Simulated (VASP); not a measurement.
# Sr (Im-3m) in VASP: a series of runs

One crystal, Sr, is run at these levels: PBEsol; tasks: single point.

Program: VASP 6.6.1. These are calculated values, not measurements. Logs are shortened: lines on timing, memory, paths and dates and some standing lists are left out, and cuts for length are marked.

**1. Starting point**

It takes space group Im-3m (No. 229, cubic). The conventional cell has a = 4.870 Å, b = 4.870 Å, c = 4.870 Å, α = 90.00°, β = 90.00°, γ = 90.00°. Sr (site symmetry m-3m) has 8 Sr at 4.22 Å as nearest neighbours.

This isn't the form of Sr at room conditions, which is fcc.

**2. Single point, PBEsol**

File INCAR:

```
PREC = Accurate ; ENCUT = 520
EDIFF = 1E-6 ; ISMEAR = 0
SIGMA = 0.1 ; LREAL = False
LASPH = True ; NELM = 100
ALGO = Normal ; ISIF = 2
LWAVE = False ; LCHARG = False
GGA = PS ; NBANDS = 11
```

File KPOINTS:

```
Automatic mesh
0
Gamma
  8 8 8
```

File POSCAR:

```
Sr
1.0
   -2.4350000000      2.4350000000      2.4350000000
    2.4350000000     -2.4350000000      2.4350000000
    2.4350000000      2.4350000000     -2.4350000000
Sr
1
Direct
    0.0000000000      0.0000000000      0.0000000000
```

Potentials or basis: VASP PAW PBE potentials, release 64 (Sr_sv).

Run with:

```bash
$ cat potpaw_PBE.64/Sr_sv/POTCAR > POTCAR
$ mpirun -np 1 vasp_std > vasp.out
```

OUTCAR:

```text
PREC = Accurate
   ENCUT = 520
   EDIFF = 1E-6
   ISMEAR = 0
   LREAL = False
   LASPH = True
   NELM = 100
   ISIF = 2
   GGA = PS

 ion  position               nearest neighbor table
   1  0.000  0.000  0.000-

  LATTYP: Found a body centered cubic cell.
 ALAT       =     4.8700000000

  Lattice vectors:

 A1 = (  -2.4350000000,   2.4350000000,   2.4350000000)
 A2 = (   2.4350000000,  -2.4350000000,   2.4350000000)
 A3 = (   2.4350000000,   2.4350000000,  -2.4350000000)

Analysis of symmetry for initial positions (statically):
=====================================================================
 Subroutine PRICEL returns:
 Original cell was already a primitive cell.

 Routine SETGRP: Setting up the symmetry group for a
 body centered cubic supercell.

 Subroutine GETGRP returns: Found 48 space group operations
 (whereof 48 operations were pure point group operations)
 out of a pool of 48 trial point group operations.

The static configuration has the point symmetry O_h .

Analysis of symmetry for dynamics (positions and initial velocities):
=====================================================================
 Subroutine PRICEL returns:
 Original cell was already a primitive cell.

 Routine SETGRP: Setting up the symmetry group for a
 body centered cubic supercell.

 Subroutine GETGRP returns: Found 48 space group operations
 (whereof 48 operations were pure point group operations)
 out of a pool of 48 trial point group operations.

The dynamic configuration has the point symmetry O_h .

 Subroutine INISYM returns: Found 48 space group operations
 (whereof 48 operations are pure point group operations),
 and found     1 'primitive' translations

----------------------------------------------------------------------------------------

                                     Primitive cell

  volume of cell :      57.7507

  direct lattice vectors                    reciprocal lattice vectors
    -2.435000000  2.435000000  2.435000000     0.000000000  0.205338809  0.205338809
     2.435000000 -2.435000000  2.435000000     0.205338809  0.000000000  0.205338809
     2.435000000  2.435000000 -2.435000000     0.205338809  0.205338809  0.000000000

  length of vectors
     4.217543716  4.217543716  4.217543716     0.290392929  0.290392929  0.290392929

  position of ions in fractional coordinates (direct lattice)
[... 76 lines left out ...]
   NELM   =    100;   NELMIN=  2; NELMDL= -5     # of ELM steps
   EDIFF  = 0.1E-05   stopping-criterion for ELM
   LREAL  =      F    real-space projection
   EDIFFG = 0.1E-04   stopping-criterion for IOM
   NSW    =      0    number of steps for IOM
   IBRION =     -1    ionic relax: 0-MD 1-quasi-New 2-CG
   NFREE  =      0    steps in history (QN), initial steepest desc. (CG)
   ISIF   =      2    stress and relaxation
   ISYM   =      2    0-nonsym 1-usesym 2-fastsym
   POTIM  = 0.5000    time-step for ionic-motion
   TEBEG  =    0.0;   TEEND  =   0.0 temperature during run
   PSTRESS=    0.0 pullay stress
   NELECT =      10.0000    total number of electrons
   NUPDOWN=      -1.0000    fix difference up-down
   EMIN   =  10.00;   EMAX   =-10.00  energy-range for DOS
   EFERMI =   0.00;   METHOD = LEGACY
   ISMEAR =     0;   SIGMA  =   0.10  broadening in eV -4-tet -1-fermi 0-gaus
   EFERMI_NEDOS =   21; number of points for ismear=-14 and -15
   IALGO  =     38    algorithm
   IMIX   =      4    mixing-type and parameters
     AMIX     =   0.40;   BMIX     =  1.00
     AMIX_MAG =   1.60;   BMIX_MAG =  1.00
  volume/ion in A,a.u.               =      57.75       389.72
  Fermi-wavevector in a.u.,A,eV,Ry     =   0.912478  1.724334 11.328437  0.832617
  Thomas-Fermi vector in A             =   2.036879
   LORBIT       =      0    0 simple, 1 ext, 2 COOP (PROOUT), +10 PAW based schemes
   GGA     = PS    functional components
   LHFCALC =     F    Hartree Fock is set to
   AEXX    =    0.0000 exact exchange contribution
   IVDW    =     0    specifies the selected vdW correction
   LEPSILON=     F    determine dielectric tensor
   LRPA    =     F    only Hartree local field effects (RPA)
 non-spin polarized calculation
 Gauss-broadening in eV      SIGMA  =   0.10
  energy-cutoff  :      520.00
  volume of cell :       57.75
 maximum number of plane-waves:      1568
   NGX = 15   NGY = 15   NGZ = 15

 number of electron      10.0000000 magnetization

 Free energy of the ion-electron system (eV)
  ---------------------------------------------------
  ext. energy  EPLUGINS =         0.00000000
  ---------------------------------------------------
  free energy    TOTEN  =        -1.81357364 eV

  energy without entropy =       -1.80870210  energy(sigma->0) =       -1.81113787

 E-fermi :   1.3475     XC(G=0):  -7.2800

 val. band max:        1.2909754682   @ k =   0.5000   0.5000   0.3750
 cond. band min:       1.3562698276   @ k =   0.5000   0.5000   0.3750
 fundamental gap:      0.0652943594
 Fermi energy:         1.3474506416

 k-point     1 :       0.0000    0.0000    0.0000
  band No.  band energies     occupation
      1     -35.2957      2.00000
      2     -17.2026      2.00000
      3     -17.2026      2.00000
      4     -17.2026      2.00000
      5      -2.2409      2.00000
      6       3.6383      0.00000
      7       3.6383      0.00000
      8       3.6383      0.00000
      9       4.9210      0.00000
     10       4.9210      0.00000
     11       9.2443      0.00000
[... 309 lines left out ...]
 k-point    24 :      -0.3750    0.3750    0.2500
  band No.  band energies     occupation
      1     -35.2803      2.00000
      2     -17.3285      2.00000
      3     -17.2832      2.00000
      4     -17.2659      2.00000
      5       0.4410      2.00000
      6       1.9185      0.00000
      7       3.3887      0.00000
      8       3.5094      0.00000
      9       4.7061      0.00000
     10       5.4739      0.00000
     11       7.6708      0.00000

 [... further k-points ...]
[... 5 lines left out ...]
  --------------------------------------------------------------------------------------
  -------------------------------------------------------------------------------------
  Total       -0.4524541     -0.4524541     -0.4524541      0.0000000      0.0000000      0.0000000
  in kB      -12.5524429    -12.5524429    -12.5524429      0.0000000      0.0000000      0.0000000
  external PRESSURE =     -12.5524429 kB  Pullay stress =       0.0000000 kB

 VOLUME and BASIS-vectors are now :
 -----------------------------------------------------------------------------
  energy-cutoff  :      520.00
  volume of cell :       57.75
      direct lattice vectors                 reciprocal lattice vectors
    -2.435000000  2.435000000  2.435000000     0.000000000  0.205338809  0.205338809
     2.435000000 -2.435000000  2.435000000     0.205338809  0.000000000  0.205338809
     2.435000000  2.435000000 -2.435000000     0.205338809  0.205338809  0.000000000

 POSITION                                       TOTAL-FORCE (eV/Angst)
 -----------------------------------------------------------------------------------
      0.00000      0.00000      0.00000         0.000000     -0.000000     -0.000000
 -----------------------------------------------------------------------------------
    total drift:                                0.000000      0.000000     -0.000000

  FREE ENERGIE OF THE ION-ELECTRON SYSTEM (eV)
  ---------------------------------------------------
  free  energy   TOTEN  =        -1.8135736431 eV

  energy  without entropy=       -1.8087021005  energy(sigma->0) =       -1.81113787
```

OSZICAR:

```text
N       E                     dE             d eps       ncg     rms          rms(c)
DAV:   1     0.341546602180E+02    0.34155E+02   -0.45495E+03   638   0.773E+02
DAV:   2    -0.174016562307E+00   -0.34329E+02   -0.33693E+02   754   0.149E+02
DAV:   3    -0.176555910556E+01   -0.15915E+01   -0.15704E+01   987   0.235E+01
DAV:   4    -0.181173475554E+01   -0.46176E-01   -0.46053E-01   815   0.371E+00
DAV:   5    -0.181322627568E+01   -0.14915E-02   -0.14911E-02   936   0.497E-01    0.108E+01
DAV:   6    -0.181320595493E+01    0.20321E-04   -0.63093E-03   782   0.903E-01    0.602E+00
DAV:   7    -0.181350667050E+01   -0.30072E-03   -0.11189E-02   759   0.117E+00    0.263E-01
DAV:   8    -0.181354416318E+01   -0.37493E-04   -0.11350E-03  1008   0.202E-01    0.505E-02
DAV:   9    -0.181356355676E+01   -0.19394E-04   -0.93107E-06   764   0.273E-02    0.268E-02
DAV:  10    -0.181357388998E+01   -0.10333E-04   -0.29496E-06   803   0.159E-02    0.330E-03
DAV:  11    -0.181357364309E+01    0.24689E-06   -0.23569E-07   469   0.355E-03
   1 F= -.18135736E+01 E0= -.18111379E+01  d E =-.487154E-02
```

Wall time 7.4 s (1 thread of Intel Xeon Platinum 8559C (Emerald Rapids), shared host); peak memory 0.17 GiB.

Results:

```yaml
Free_energy: -1.8136 eV
Pressure: -1.3 GPa
Band_gap_on_the_k_mesh: none (metal or under the smearing width)
```

Caveat: the PAW data sets were made with another functional, which shifts forces and pressure a little.

**3. Single point, PBEsol**

File run.py:

```python
from ase.calculators.vasp import Vasp
from ase.dft.bandgap import bandgap
from ase.io import read

atoms = read('Sr.cif')
calc = Vasp(
    directory='calc',
    xc='pbesol',
    pp='PBE',
    setups='recommended',
    prec='Accurate',
    encut=520,
    ediff=1e-07,
    ismear=0,
    sigma=0.1,
    lreal=False,
    lasph=True,
    nelm=100,
    algo='Normal',
    isif=2,
    lwave=False,
    lcharg=True,
    lelf=True,
    lvhar=True,
    kpts=[8, 8, 8],
    gamma=True,
    nbands=11,
)
atoms.calc = calc

print('energy (eV):', atoms.get_potential_energy())
print('free energy (eV):', atoms.get_potential_energy(force_consistent=True))
print('forces (eV/A):')
print(atoms.get_forces())
print('stress (eV/A^3, Voigt):', atoms.get_stress())
print('Fermi level (eV):', calc.get_fermi_level())
gap, top, bottom = bandgap(calc)
print('band gap (eV):', gap, 'from (spin, k, band)', top, 'to', bottom)
```

File Sr.cif:

```cif
data_Sr
_cell_length_a 4.21754372
_cell_length_b 4.21754372
_cell_length_c 4.21754372
_cell_angle_alpha 109.47122063
_cell_angle_beta 109.47122063
_cell_angle_gamma 109.47122063
_space_group_name_H-M_alt 'P1'
_space_group_name_Hall 'P 1'
_space_group_IT_number 1
loop_
_space_group_symop_operation_xyz
'x,y,z'
loop_
_atom_site_label
_atom_site_type_symbol
_atom_site_symmetry_multiplicity
_atom_site_Wyckoff_symbol
_atom_site_fract_x
_atom_site_fract_y
_atom_site_fract_z
_atom_site_occupancy
Sr1 Sr 1 a 0.0000000000 0.0000000000 0.0000000000 1
```

Potentials or basis: VASP PAW PBE potentials, release 64 (Sr_sv).

Run with:

```bash
$ python run.py
```

Wall time 11 s (1 thread of Intel Xeon Platinum 8559C (Emerald Rapids), shared host); peak memory 0.17 GiB.

It converged, with:

- Free energy: -1.8136 eV
- Pressure: -1.3 GPa
- Band gap on the k mesh: none (metal or under the smearing width)

Levels at points of the mesh, in eV from the Fermi level:
| k point | band 1 | band 2 | band 3 | band 4 | band 5 | band 6 | band 7 | band 8 | band 9 | band 10 |
| --- | --- | --- | --- | --- | --- | --- | --- | --- | --- | --- |
| (0.00, 0.00, 0.00) | -36.64 | -18.55 | -18.55 | -18.55 | -3.59 | 2.29 | 2.29 | 2.29 | 3.57 | 3.57 |
| (0.50, 0.00, 0.00) | -36.63 | -18.72 | -18.61 | -18.55 | -1.00 | 0.16 | 1.19 | 3.36 | 4.03 | 5.18 |
| (0.50, 0.50, 0.50) | -36.62 | -18.67 | -18.67 | -18.67 | -0.08 | -0.08 | 3.41 | 3.41 | 3.41 | 4.80 |

Caveat: the PAW data sets were made with another functional, which shifts forces and pressure a little.
